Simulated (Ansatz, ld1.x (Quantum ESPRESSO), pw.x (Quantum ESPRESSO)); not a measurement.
hafnium (Hf): one change to the ultrasoft potential, in the atom and in the diamond crystal

ld1.x (Quantum ESPRESSO) 7.5 input, shortened:

```
&input
   title='Hf', zed=72., rel=1, dft='PBE', iswitch=3,
   config='[Xe] 4f14 5d2 6s2 6p0'
 /
 &inputp
   pseudotype=3, tm=.true., lloc=-1, rcloc=2.80,
   nlcc=.true., new_core_ps=.true., rcore=1.35,
   which_augfun='PSQ', rmatch_augfun_nc=.true.
 /
6
5S  1  0   2.00   0.00  1.45  1.75  0.0
6S  2  0   2.00   0.00  1.45  1.75  0.0
5P  2  1   6.00   0.00  1.95  2.70  0.0
6P  3  1   0.00   0.00  1.95  2.70  0.0
5D  3  2   2.00   0.00  2.40  2.95  0.0
5D  3  2   0.00   1.00  2.40  2.95  0.0
 &test
   configts(1)='5s2 5p6 5d2 6s2 6p0'
 /
```

Change: waves 5d (bound): rcut 1.84, rcutus 1.94 bohr; 5d channel at 1 Ry: rcut 1.84, rcutus 1.94 bohr.

Cutoffs, loose and tight: the cutoffs (Ry, on a coarse ladder) from which the occupation-weighted sum of valence levels, in a spherical-Bessel basis at the reference potential, stays within 10 and 1 mRy of its value at 400 Ry. They do not see the model core or the augmentation charge, which bear on the density cutoff. Test errors are all-electron minus pseudo excitation energies from the reference, over the configurations 5s2 5p6 5d2 6s1 6p0; 5s2 5p6 5d2 6s0 6p0; 5s2 5p6 5d1 6s0 6p0; 5s2 5p6 5d1 6s2 6p0; 5s2 5p6 5d2 6s1.5 6p0; 5s2 5p6 5d2 6s0 6p1; 5s2 5p6 5d3 6s0 6p0; variants that change the core or the reference have their own tests.

Crystal test: diamond Hf in pw.x 7.5, no spin, 8³ k-points, Fermi–Dirac smearing 0.01 Ry, cutoffs set for each file from its atomic test. The reference is all-electron LAPW (Ansatz 0.2.0) with the same functional, mesh and smearing; V0 and B0 come from Birch–Murnaghan fits to the pressures at five volumes. Errors are pseudo minus all-electron; Δ is the rms difference of the E(V) curves that follow from these fits, minima aligned, over ±6 % about the mean V0. Mesh and smearing are coarse, so the numbers serve the comparison and aren't converged zero-temperature values; the lattice is a test structure that the element need not adopt.

All-electron: a0 = 6.558 Å (V0 = 35.25 Å³/atom), B0 = 29.4 GPa.

Does the change bring the crystal closer to the all-electron result?

The mean pressure error goes from +3.15 to +0.67 GPa, so the change moves the solid closer to the all-electron pressures.

| quantity | base | changed |
| --- | --- | --- |
| outcome (atom) | generated | generated |
| cutoff, loose (atom) | 21 Ry | 25 Ry |
| cutoff, tight (atom) | 35 Ry | 35 Ry |
| bound ghosts (atom) | none | none |
| largest test error (meV) (atom) | -27 over the solved tests; test run stopped at test 3 of 7 (negative rho) | -22 over the solved tests; test run stopped at test 3 of 7 (negative rho) |
| cutoffs in pw.x (Ry) | 45/360 | 45/360 |
| a0 (Å) | – | 6.614 |
| a0 error (%) | – | +0.86 |
| B0 error (%) | – | -16.5 |
| Δ (meV/atom) | – | 5.5 |
| mean pressure error (GPa) | +3.15 | +0.67 |

A dash: not determined, or the minimum lies outside the volumes sampled.

Base: The largest radius (2.95 bohr) exceeds half the bond length (2.68 bohr), so the spheres overlap, which is one possible source of error among others. This is a poor potential for the solid. Atomic configuration tests: test run stopped at test 3 of 7 (negative rho). Changed file: The largest radius (2.80 bohr) exceeds half the bond length (2.68 bohr), so the spheres overlap, which is one possible source of error among others. This is a poor potential for the solid. Atomic configuration tests: test run stopped at test 3 of 7 (negative rho). The atomic cutoffs weigh occupied waves only.
